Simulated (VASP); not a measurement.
Results of a VASP single-point calculation on CdF2 (strained fluorite)

POSCAR

```
Cd F
 1.0000000000000000
     0.0000000000000000    2.6268232390000001    2.7502455630000000
     2.6268232390000001    0.0000000000000000    2.7502455630000000
     2.6268232390000001    2.6268232390000001    0.0000000000000000
 Cd  F
   1   2
Cartesian
  0.0000000000000000  0.0000000000000000  0.0000000000000000
  1.3134116195000001  1.3134116195000001  1.3751227815000000
  3.9402348585000007  3.9402348585000007  4.1253683445000000
```

| Property | Result |
| --- | --- |
| gap between bands v and c | 3.11 eV |
| least direct gap | 3.53 eV |

Band v is the last that the valence electrons fill when counted band by band, and c is the next. Levels in eV from the top of v:

```json
{"point": "Γ", "v−1": "-0.55", "v": "-0.42", "c": "3.11", "c+1": "12.77"}
{"point": "X", "v−1": "-0.21", "v": "-0.07", "c": "8.16", "c+1": "9.70"}
{"point": "K", "v−1": "-0.52", "v": "-0.22", "c": "8.17", "c+1": "11.02"}
{"point": "L", "v−1": "-0.43", "v": "-0.41", "c": "7.34", "c+1": "9.18"}
{"point": "W", "v−1": "-0.75", "v": "-0.04", "c": "8.26", "c+1": "11.47"}
```

**Question.** Which of these levels of theory gave these results?
A. PBE with spin–orbit coupling
B. LDA
C. r²SCAN
D. PBE
E. HSE06
F. PBEsol
G. PBE0

**Answer.** D.

The INCAR was:

```
GGA = PE
SIGMA = 0.02
ISMEAR = -1
LREAL = .FALSE.
LCHARG = .TRUE.
ISIF = 2
LWAVE = .FALSE.
EDIFF = 1E-7
NSW = 0
PREC = Accurate
NELM = 120
NBANDS = 20
LELF = .TRUE.
LASPH = .TRUE.
IBRION = -1
ENCUT = 520
```
